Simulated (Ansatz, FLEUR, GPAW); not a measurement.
**One calculation of BaTiO3, 4 ways**

```
Ba Ti O
1.0
     2.82737    1.63238    2.31839
    -2.82737    1.63238    2.31839
     0.00000   -3.26476    2.31839
Ba Ti O
1 1 3
Direct
  0.98732 0.99202 0.00712
  0.48312 0.47259 0.48203
  0.51050 0.00929 0.51653
  0.02118 0.52026 0.51359
  0.51078 0.51392 0.01422
```

Atoms were shifted at random by some hundredths of an Å from the given cell, which wasn't relaxed again for these runs.

Alike in all runs: task single point; functional PBEsol; k mesh 7 × 7 × 7; occupations fermi-dirac, width 0.05 eV; no spin polarisation; no spin-orbit coupling. Pressure is positive in compression and, in plane waves, holds the error of the finite cutoff, which Ansatz's Pulay term estimates and takes out.

```json
{"program and potentials": "Ansatz, Ansatz PAW", "plane-wave cutoff (eV)": "420", "notes": "potentials made for PBE, which Ansatz adapts in part; Pulay term of +0.59 GPa included", "pressure (GPa)": "-0.98", "largest force (eV/Å)": "0.502", "energy over the undisturbed cell (meV/atom)": "8.66"}
{"program and potentials": "Ansatz, all-electron LAPW, scalar-relativistic", "plane-wave cutoff (eV)": "-", "notes": "-", "pressure (GPa)": "-0.98", "largest force (eV/Å)": "0.494", "energy over the undisturbed cell (meV/atom)": "-"}
{"program and potentials": "FLEUR, all-electron, FLAPW", "plane-wave cutoff (eV)": "-", "notes": "-", "pressure (GPa)": "-", "largest force (eV/Å)": "0.495", "energy over the undisturbed cell (meV/atom)": "8.60"}
{"program and potentials": "GPAW, PAW data sets generated for this functional", "plane-wave cutoff (eV)": "800", "notes": "-", "pressure (GPa)": "0.58", "largest force (eV/Å)": "0.599", "energy over the undisturbed cell (meV/atom)": "-"}
```

Force on atom 2 (Ti), eV/Å:

```json
{"program and potentials": "Ansatz, Ansatz PAW", "x": "-0.307", "y": "-0.101", "z": "0.383"}
{"program and potentials": "Ansatz, all-electron LAPW, scalar-relativistic", "x": "-0.307", "y": "-0.102", "z": "0.374"}
{"program and potentials": "FLEUR, all-electron, FLAPW", "x": "-0.306", "y": "-0.104", "z": "0.375"}
{"program and potentials": "GPAW, PAW data sets generated for this functional", "x": "-0.303", "y": "-0.094", "z": "0.508"}
```

The pressure spans -0.98 (Ansatz, all-electron LAPW, scalar-relativistic) to 0.58 GPa (GPAW, PAW data sets generated for this functional), with all-electron results at -0.98.

The functional is the same throughout but for its coding, so the spread measures potentials, basis and numerics; runs on potential files found faulty are left out.
